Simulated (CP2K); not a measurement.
**CdS under changes of volume**

One of the cells (20.871 Å³/atom); the others are scaled copies at fixed shape and fractional positions:

```
Cd S
1.0
     3.89368    0.00000    0.00000
     1.94684    3.37202    0.00000
     1.94684    1.12401    3.17917
Cd S
1 1
Direct
  0.00000 0.00000 0.00000
  0.50000 0.50000 0.50000
```

Measurements of this composition are mostly on another form, of space group No. 186.

```yaml
Program: CP2K 2026.2
Functional: PBEsol
Potentials_or_basis: POTENTIAL_UZH Cd GTH-PBE-q12, S GTH-PBE-q6; TZVP-MOLOPT-PBE-GTH basis
Density_cutoff: 6123 eV
k_mesh: 8 × 8 × 8
Occupations: fermi-dirac, width 0.0259 eV
Spin: no spin polarisation
```

| volume (Å³/atom) | energy over the lowest point (meV/atom) | pressure (GPa) | gap on the mesh (eV) |
| --- | --- | --- | --- |
| 19.618 | 0.82 | 1.2 | 0.08 |
| 20.036 | 0.00 | -0.6 | 0.09 |
| 20.453 | ? | ? | ? |
| 20.871 | 11.12 | -3.6 | 0.10 |
| 21.288 | 22.12 | -4.8 | 0.10 |
| 21.705 | 36.19 | -5.9 | 0.10 |
| 22.123 | 52.98 | -6.9 | 0.10 |

Q: What does the run at 20.453 Å³/atom give?

A: Energy over the lowest point 3.60 meV/atom; pressure -2.2 GPa; gap on the mesh 0.09 eV.

Worked out: A Birch-Murnaghan fit of order 3 (a polynomial in V^(-2/3)) to the other rows has its minimum at 19.90 Å³/atom with B0 = V·E''(V) = 84 GPa and B' = 4.8. It gives 3.59 meV/atom at 20.453 Å³/atom, against the run's 3.60, and -dE/dV = -2.2 GPa, against -2.2.

Energies are extrapolated to zero smearing.

Caveats: the potentials were made for another functional, which shifts forces and pressure; the basis of atomic orbitals isn't converged, which shifts pressures, moduli and gaps.

A mesh can miss the band edges. Spin-orbit coupling on Cd is left out.
